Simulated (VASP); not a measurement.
Runs of VASP 6.6.1 on SnO2. Symmetry: I4_1/amd, No. 141, tetragonal system. The conventional cell has a = 4.000 Å, b = 4.000 Å, c = 10.247 Å, α = 90.00°, β = 90.00°, γ = 90.00°. Around Sn (site symmetry -4m2) lie 6 O at 2.06 to 2.09 Å. O (site symmetry 2mm) is surrounded by 3 Sn at 2.06 to 2.09 Å. Measurements of this composition are mostly on another form, of space group No. 136.

```csv
task,level,potentials or basis,cell,cutoff (eV),gap on the mesh (eV),pressure (GPa),relaxed volume (Å³/atom),largest force (eV/Å)
band structure,PBE,"VASP PAW PBE potentials, release 64 (Sn, O)",as given,500,1.63,-,-,-
band structure,TPSS,"VASP PAW PBE potentials, release 64 (Sn_d, O)",as given,520,1.82,(b),-,0.06
relaxation of cell and atoms,PBE,"VASP PAW PBE potentials, release 64 (Sn, O)",relaxed,580,1.29,0.0,14.18,-
relaxation of cell and atoms,PBE,"VASP PAW PBE potentials, release 64 (Sn_d, O)",relaxed,600,1.28,0.0,(a),0.01
```

Alike in all rows: no spin polarisation; k mesh 9 × 9 × 9; smearing fermi-dirac 0.05 eV.

Task: Fill in the values left out.

Result: (a) 14.22; (b) 5.7.

Caveats: spin-orbit coupling is left out, which moves the levels of the heavy elements; an odd mesh through Γ misses points on the zone boundary, where band edges often lie (some runs); the PAW data sets were made with another functional, which shifts forces and pressure a little (some runs).

A k mesh can miss the band edges, and the runs leave out spin-orbit coupling on Sn.

The runs don't all hold the same shells in valence.
